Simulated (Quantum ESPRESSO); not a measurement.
Crystal: InP.

```xyz
2
Lattice="0.0000 2.9305 2.9305 2.9305 0.0000 2.9305 2.9305 2.9305 0.0000" Properties=species:S:1:pos:R:3 pbc="T T T"
In    0.0000    0.0000    0.0000
P     4.3957    4.3957    4.3957
```

Base run:

- Program: Quantum ESPRESSO 7.5
- Functional: PBE
- Potentials or basis: GBRV 1.5 PBE
- Cutoff: 762 eV
- Density cutoff: 6095 eV
- k mesh: 6 × 6 × 6, shifted
- Occupations: fermi-dirac, width 0.05 eV
- Spin: no spin polarisation

Its results: pressure 3.1 GPa; electronic dielectric tensor (diagonal) 10.96.

Q: After a change of settings the same cell gave: pressure 0.8 GPa; electronic dielectric tensor (diagonal) 11.23. Which change was it?
A. functional from PBE to AM05
B. functional from PBE to BLYP
C. functional from PBE to LDA; potentials or basis from GBRV 1.5 PBE to GBRV 1.5 LDA
D. potentials or basis from GBRV 1.5 PBE to PseudoDojo 0.4 FR PBE standard; cutoff from 762 eV to 952 eV; density cutoff from 6095 eV to 3810 eV; spin from no spin polarisation to spin-orbit coupling, no magnetisation

A: A.

AM05 binds more tightly than PBE, so the same cell stands under less pressure.

Caveats: the cell is more than 3 GPa from zero pressure, which shifts response properties (some runs); the potentials were made for another functional, which shifts forces and pressure (some runs).

Not every run made on this cell is shown here.
